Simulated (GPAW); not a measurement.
The system is SnTe.

```xyz
2
Lattice="0.0000 3.1509 3.1509 3.1509 0.0000 3.1509 3.1509 3.1509 0.0000" Properties=species:S:1:pos:R:3 pbc="T T T"
Te    3.1509    3.1509    3.1509
Sn    0.0000    0.0000    0.0000
```

Base run:

| Property | Result |
| --- | --- |
| Program | GPAW 26.7.0 |
| Functional | revPBE |
| Potentials or basis | the program's PAW data sets (release 1.2.1) made for this functional |
| Cutoff | 600 eV |
| Basis | pw |
| k mesh | 7 × 7 × 7 |
| Occupations | fermi-dirac, width 0.05 eV |
| Spin | no spin polarisation |

Its results: pressure 3.0 GPa.

Question: The run is repeated on the same cell with these changes: functional from revPBE to RPBE; occupations from fermi-dirac, width 0.05 eV to gaussian, width 0.02 eV. What comes out?

Answer: Pressure 3.4 GPa.
